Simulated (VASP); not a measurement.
# KBr (Fm-3m) in VASP: elastic constants with PBE

Aim: the elastic constants of KBr with PBE.

Everything below comes from runs of VASP 6.6.1. Logs are shortened: lines on timing, memory, paths and dates and some standing lists are left out, and cuts for length are marked.

### 1 The crystal as given

Symmetry: Fm-3m, No. 225, cubic system. The conventional cell has a = 6.706 Å, b = 6.706 Å, c = 6.706 Å, α = 90.00°, β = 90.00°, γ = 90.00°. Around K (site symmetry m-3m) lie 6 Br at 3.35 Å. Around Br (site symmetry m-3m) lie 6 K at 3.35 Å.

### 2 Elastic constants, PBE

Input file INCAR:

```
SYSTEM = KBr
ALGO     = Normal         ! electronic algorithm
EDIFF    = 1E-8           ! SCF threshold, eV
ENCUT    = 600            ! plane-wave cutoff, eV
GGA      = PE             ! functional
IBRION   = 6              ! ionic algorithm
ISIF     = 3              ! what is computed and relaxed
ISMEAR   = 0              ! smearing method
LASPH    = .TRUE.         ! aspherical terms in the spheres
LCHARG   = .TRUE.         ! write CHGCAR
LREAL    = .FALSE.        ! projectors in reciprocal space
LWAVE    = .FALSE.        ! write WAVECAR
NBANDS   = 15             ! bands
NELM     = 100            ! most SCF steps
NFREE    = 2            
NSW      = 1              ! ionic steps
POTIM    = 0.015          ! step
PREC     = Accurate       ! precision mode
SIGMA    = 0.01           ! smearing width, eV
```

Input file KPOINTS:

```
k-points
0
G
  6 6 6
  0 0 0
```

Input file POSCAR:

```
KBr
1.0
    0.0000000000      3.3527671666      3.3527671666
    3.3527671666      0.0000000000      3.3527671666
    3.3527671666      3.3527671666      0.0000000000
K Br
1 1
Direct
    0.0000000000      0.0000000000      0.0000000000
    0.5000000000      0.5000000000      0.5000000000
```

Potentials or basis: VASP PAW PBE potentials, release 64 (K_sv, Br).

The run is started by

```console
cat potpaw_PBE.64/K_sv/POTCAR potpaw_PBE.64/Br/POTCAR > POTCAR
mpirun -np 1 vasp_std > vasp.out
```

OUTCAR:

```text
SYSTEM = KBr
   EDIFF = 1E-8
   ENCUT = 600
   GGA = PE
   IBRION = 6
   ISIF = 3
   ISMEAR = 0
   LASPH = .TRUE.
   LREAL = .FALSE.
   NELM = 100
   NFREE = 2
   NSW = 1
   POTIM = 0.015
   PREC = Accurate

 ion  position               nearest neighbor table
   1  0.000  0.000  0.000-
   2  0.500  0.500  0.500-

  LATTYP: Found a face centered cubic cell.
 ALAT       =     6.7055343332

  Lattice vectors:

 A1 = (   0.0000000000,   3.3527671666,   3.3527671666)
 A2 = (   3.3527671666,   0.0000000000,   3.3527671666)
 A3 = (   3.3527671666,   3.3527671666,   0.0000000000)

Analysis of symmetry for initial positions (statically):
=====================================================================
 Subroutine PRICEL returns:
 Original cell was already a primitive cell.

 Routine SETGRP: Setting up the symmetry group for a
 face centered cubic supercell.

 Subroutine GETGRP returns: Found 48 space group operations
 (whereof 48 operations were pure point group operations)
 out of a pool of 48 trial point group operations.

The static configuration has the point symmetry O_h .

Analysis of symmetry for dynamics (positions and initial velocities):
=====================================================================
 Subroutine PRICEL returns:
 Original cell was already a primitive cell.

 Routine SETGRP: Setting up the symmetry group for a
 face centered cubic supercell.

 Subroutine GETGRP returns: Found 48 space group operations
 (whereof 48 operations were pure point group operations)
 out of a pool of 48 trial point group operations.

The dynamic configuration has the point symmetry O_h .

 Subroutine INISYM returns: Found 48 space group operations
 (whereof 48 operations are pure point group operations),
 and found     1 'primitive' translations

[... 754 lines left out ...]
      3     -13.3344      2.00000
      4     -13.2968      2.00000
      5     -13.1647      2.00000
      6      -2.6549      2.00000
      7      -2.4928      2.00000
      8      -2.2353      2.00000
      9       4.9887      0.00000
     10       6.0192      0.00000
     11       6.4200      0.00000
     12       7.0047      0.00000
     13       7.7708      0.00000
     14       8.3599      0.00000
     15       9.2468      0.00000

 [... further k-points ...]

------------------------ aborting loop because EDIFF is reached ----------------------------------------

  FORCE on cell =-STRESS in cart. coord.  units (eV):
  Direction    XX          YY          ZZ          XY          YZ          ZX
  --------------------------------------------------------------------------------------
  -------------------------------------------------------------------------------------
  Total        0.0192549      0.0174341      0.0174341      0.0000000     -0.0000000     -0.0000000
  in kB        0.4092713      0.3705695      0.3705695      0.0000000     -0.0000000     -0.0000000
  external PRESSURE =       0.3834701 kB  Pullay stress =       0.0000000 kB
[... 17 lines left out ...]
  FREE ENERGIE OF THE ION-ELECTRON SYSTEM (eV)
  ---------------------------------------------------
  free  energy   TOTEN  =        -6.2235921430 eV

  energy  without entropy=       -6.2235921430  energy(sigma->0) =       -6.22359214

 INTERNAL STRAIN TENSORS FROM STRAINED CELLS
 ============================================

 INTERNAL STRAIN TENSOR FOR ION    1 for displacements in x,y,z  (eV/Angst):
          X           Y           Z          XY          YZ          ZX
  --------------------------------------------------------------------------------
  x     0.00000    -0.00000     0.00000     0.00000     0.00000    -0.00000
  y    -0.00000    -0.00000    -0.00000     0.00000     0.00000     0.00000
  z    -0.00000    -0.00000     0.00000     0.00000    -0.00000    -0.00000

 INTERNAL STRAIN TENSORS FROM DISPLACED ATOMS
 ============================================

 INTERNAL STRAIN TENSOR FOR ION    1 for displacements in x,y,z  (eV/Angst):
          X           Y           Z          XY          YZ          ZX
  --------------------------------------------------------------------------------
  x     0.00000     0.00000     0.00000     0.00000     0.00000     0.00000
  y     0.00000     0.00000     0.00000     0.00000     0.00000     0.00000
  z     0.00000     0.00000     0.00000     0.00000     0.00000     0.00000

 INTERNAL STRAIN TENSOR FOR ION    2 for displacements in x,y,z  (eV/Angst):
          X           Y           Z          XY          YZ          ZX
  --------------------------------------------------------------------------------
  x     0.00000     0.00000     0.00000     0.00000     0.00000     0.00000
  y     0.00000     0.00000     0.00000     0.00000     0.00000     0.00000
  z     0.00000     0.00000     0.00000     0.00000     0.00000     0.00000

 Eigenvectors and eigenvalues of the dynamical matrix
 ----------------------------------------------------

   1 f  =    3.027161 THz    19.020214 2PiTHz  100.975226 cm-1    12.519327 meV
             X         Y         Z           dx          dy          dz
      0.000000  0.000000  0.000000     0.000000    0.819296    0.000000
      3.352767  3.352767  3.352767     0.000000   -0.573370    0.000000
[... 21 lines left out ...]
   6 f/i=    0.000659 THz     0.004141 2PiTHz    0.021982 cm-1     0.002725 meV
             X         Y         Z           dx          dy          dz
      0.000000  0.000000  0.000000     0.000000    0.000000   -0.573370
      3.352767  3.352767  3.352767     0.000000    0.000000   -0.819296

--------------------------------------------------------------------------------------------------------

 ELASTIC MODULI CONTR FROM IONIC RELAXATION (kBar)
 Direction    XX          YY          ZZ          XY          YZ          ZX
 --------------------------------------------------------------------------------
 XX           0.0000      0.0000      0.0000      0.0000      0.0000      0.0000
 YY           0.0000      0.0000      0.0000      0.0000      0.0000      0.0000
 ZZ           0.0000      0.0000      0.0000      0.0000      0.0000      0.0000
 XY           0.0000      0.0000      0.0000      0.0000      0.0000      0.0000
 YZ           0.0000      0.0000      0.0000      0.0000      0.0000      0.0000
 ZX           0.0000      0.0000      0.0000      0.0000      0.0000      0.0000
 --------------------------------------------------------------------------------

 TOTAL ELASTIC MODULI (kBar)
 Direction    XX          YY          ZZ          XY          YZ          ZX
 --------------------------------------------------------------------------------
 XX         308.6799     50.7729     50.7729      0.0000      0.0000      0.0000
 YY          50.7729    308.6799     50.7729     -0.0000      0.0000     -0.0000
 ZZ          50.7729     50.7729    308.6799     -0.0000     -0.0000     -0.0000
 XY           0.0000     -0.0000     -0.0000     52.1872     -0.0000      0.0000
 YZ           0.0000      0.0000     -0.0000     -0.0000     52.1872      0.0000
 ZX           0.0000     -0.0000     -0.0000      0.0000      0.0000     52.1872
 --------------------------------------------------------------------------------
```

stdout:

```text
POSCAR found type information on POSCAR K Br
 POSCAR found :  2 types and       2 ions
 scaLAPACK will be used
 LDA part: xc-table for (Slater+PW92), standard interpolation
 POSCAR, INCAR and KPOINTS ok, starting setup
 FFT: planning ... GRIDC
 FFT: planning ... GRID_SOFT
 FFT: planning ... GRID
 WAVECAR not read
 entering main loop
 Found     2 degrees of freedom:
 Adding 6 more for cell shape distortion
 Finite differences POTIM= 0.01500 DOF=   8
 bond charge predicted
 Finite differences progress:
 bond charge predicted
 Finite differences progress:
 bond charge predicted
 Finite differences progress:
 bond charge predicted
 Finite differences progress:
 bond charge predicted
 Finite differences progress:
 bond charge predicted
 Finite differences progress:
 bond charge predicted
 Finite differences progress:
 bond charge predicted
 Finite differences progress:
 bond charge predicted
 Finite differences progress:
 bond charge predicted
 Finite differences progress:
 bond charge predicted
 Finite differences progress:
 bond charge predicted
 Finite differences progress:
 bond charge predicted
 Finite differences progress:
 bond charge predicted
 Finite differences progress:
 bond charge predicted
 Finite differences progress:
 bond charge predicted
 Finite differences progress:
```

Wall time 5.8 min (1 thread of Intel Xeon 6975P-C (Granite Rapids), shared host); peak memory 0.35 GiB.

Results:

- Elastic constants C11, C12, C44: 31, 5, 5 GPa
- Voigt bulk modulus: 14 GPa
- Highest phonon frequency at Γ, LO-TO splitting left out: 101 cm⁻¹

Phonon frequencies in cm⁻¹ (negative: imaginary):
```csv
q point,frequencies
"(0.000, 0.000, 0.000)",0 0 0 101 101 101
```

Elastic tensor in Voigt notation (GPa, in the Cartesian axes of the cell as first typed):
```
31  5  5  0  0  0
 5 31  5  0  0  0
 5  5 31  0  0  0
 0  0  0  5  0  0
 0  0  0  0  5  0
 0  0  0  0  0  5
```

Clamped-ion elastic tensor (GPa):
```
31  5  5  0  0  0
 5 31  5  0  0  0
 5  5 31  0  0  0
 0  0  0  5  0  0
 0  0  0  0  5  0
 0  0  0  0  0  5
```
